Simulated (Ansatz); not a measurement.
The system is ZrS.

```
Zr S
1.0
     0.00000    2.62500    2.62500
     2.62500    0.00000    2.62500
     2.62500    2.62500    0.00000
Zr S
1 1
Direct
  0.00000 0.00000 0.00000
  0.50000 0.50000 0.50000
```

Base run:

| Quantity | Value |
| --- | --- |
| Program | Ansatz 0.2.0 |
| Functional | PBEsol |
| Potentials or basis | all-electron LAPW, scalar-relativistic |
| Cutoff | 212 eV |
| Density cutoff | 847 eV |
| Basis error allowed | 0.001 eV/atom |
| k mesh | 9 × 9 × 9 |
| Occupations | fermi-dirac, width 0.05 eV |
| Spin | no spin polarisation |
| Hubbard terms | Zr d U = 6 eV |

Its results: band gap on the k mesh none (metal or under the smearing width); pressure 0.9 GPa.

Question: After a change of settings the same cell gave: band gap on the k mesh none (metal or under the smearing width); pressure -4.4 GPa. Which change was it?
A. hubbard terms from Zr d U = 6 eV to Zr d U = 2 eV
B. hubbard terms from Zr d U = 6 eV to Zr d U = 4 eV
C. potentials or basis from all-electron LAPW, scalar-relativistic to all-electron PAW datasets made for the crystal; hubbard terms from Zr d U = 6 eV to none
D. occupations from fermi-dirac, width 0.05 eV to gaussian, width 0.05 eV; hubbard terms from Zr d U = 6 eV to none

Answer: A.

Caveats: U is the effective U less J, on atomic orbitals that reach past the spheres; U without spin polarisation on a metal has little footing.

Not every run made on this cell is shown here.
